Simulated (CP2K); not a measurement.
## Al2Pt in CP2K: convergence with k mesh

Al2Pt:

```xyz
3
Lattice="4.1790 0.0000 0.0000 2.0895 3.6191 0.0000 2.0895 1.2064 3.4121" Properties=species:S:1:pos:R:3 pbc="T T T"
Pt    0.0000    0.0000    0.0000
Al    6.2685    3.6191    2.5591
Al    2.0895    1.2064    0.8530
```

* Program: CP2K 2026.2
* Task: single point
* Functional: PBE
* Potentials or basis: POTENTIAL_UZH Pt GTH-PBE-q18, Al GTH-PBE-q3; DZVP-MOLOPT-PBE-GTH basis
* Density cutoff: 6123 eV
* k mesh: 2 × 2 × 2
* Occupations: fermi-dirac, width 0.1 eV
* Spin: no spin polarisation

These are the settings of the first run; the series varies k mesh, with any setting tied to it.

Hardware: 1 thread of Arm Neoverse V1, with other jobs on the host.

Problem. The values tried are 2 × 2 × 2, 3 × 3 × 3, 4 × 4 × 4, 5 × 5 × 5, 7 × 7 × 7, 8 × 8 × 8, 10 × 10 × 10, loosest first. From which on does the pressure stay within 0.1 GPa of the tightest run that finished?

Solution. From 7 × 7 × 7 on.

| k mesh | energy less the tightest run, at zero smearing (meV/atom) | pressure (GPa) | SCF cycles | CPU time (s) | peak memory (GiB) |
| --- | --- | --- | --- | --- | --- |
| 2 × 2 × 2 | -15.68 | -1.63 | 14 | 43 | 0.3 |
| 3 × 3 × 3 | -31.55 | 2.18 | 14 | 43 | 0.3 |
| 4 × 4 × 4 | 9.17 | 3.16 | 14 | 45 | 0.3 |
| 5 × 5 × 5 | 22.74 | 2.99 | 14 | 47 | 0.3 |
| 7 × 7 × 7 | 3.73 | 2.68 | 14 | 53 | 0.3 |
| 8 × 8 × 8 | 6.71 | 2.71 | 14 | 58 | 0.3 |
| 10 × 10 × 10 | 0.00 | 2.67 | 14 | 72 | 0.3 |

Not settled before the last step: the energy (to 1 meV/atom). Meshes of other sizes hit other points, so gaps and Fermi surfaces needn't settle smoothly. The tightest run that finished is the yardstick and may itself not be fully converged.

Caveat, for the tightest run too: the basis of atomic orbitals isn't converged, which shifts pressures, moduli and gaps. The run has no spin-orbit coupling, so splittings on Pt are missing.
